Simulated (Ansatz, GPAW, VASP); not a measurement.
**Fe: 3 runs at one level of theory**

```
Fe
1.0
    -1.44300    1.44300    1.44300
     1.44300   -1.44300    1.44300
     1.44300    1.44300   -1.44300
Fe
1
Direct
  0.00000 0.00000 0.00000
```

Alike in all runs: task single point; functional PBE; k mesh 13 × 13 × 13; occupations gaussian, width 0.011 eV; collinear spin, ferromagnetic start; no spin-orbit coupling. Pressure is positive in compression and, in plane waves, holds the error of the finite cutoff, which Ansatz's Pulay term estimates and takes out.

```json
{"program and potentials": "Ansatz, Ansatz PAW", "plane-wave cutoff (eV)": "420", "notes": "16 valence electrons an atom on average; Pulay term of +0.09 GPa included", "pressure (GPa)": "-9.69", "net moment per atom (μB)": "2.24"}
{"program and potentials": "GPAW, GPAW PAW data sets (gpaw-data 1.2.1)", "plane-wave cutoff (eV)": "600", "notes": "8 valence electrons an atom on average", "pressure (GPa)": "-8.06", "net moment per atom (μB)": "2.25"}
{"program and potentials": "VASP, PBE PAW files Fe, 520 eV", "plane-wave cutoff (eV)": "520", "notes": "8 valence electrons an atom on average", "pressure (GPa)": "-9.15", "net moment per atom (μB)": "2.28"}
```

The pressure spans -9.69 (Ansatz, Ansatz PAW) to -8.06 GPa (GPAW, GPAW PAW data sets (gpaw-data 1.2.1)). The net moment per atom spans 2.24 (Ansatz, Ansatz PAW) to 2.28 μB (VASP, PBE PAW files Fe, 520 eV). The state is the one that the start led to, which needn't be the lowest.

The functional is the same throughout but for its coding, so the spread measures potentials, basis and numerics; runs on potential files found faulty are left out.

All three runs put this body-centred cubic cell under tension, so it is larger than the PBE equilibrium cell and would contract on relaxation. This fits the known tendency of PBE to give ferromagnetic iron a slightly too small lattice constant.

The moment, 2.24 to 2.28 μB per atom, is typical of itinerant ferromagnetism: exchange splitting shifts the majority and minority 3d bands, while hybridisation and partial filling of both keep the moment non-integer. The stretched lattice probably helps to sustain it, since weaker d–d overlap narrows the bands and favours spin polarisation.

The codes agree more closely on the moment than on the pressure, and the two don't rank the runs alike. Treating semicore electrons as valence can't by itself explain the pressure spread, because the two runs with 8 valence electrons differ from each other by more than the VASP run differs from the Ansatz one. With only one volume, the magnetovolume coupling itself remains untested.
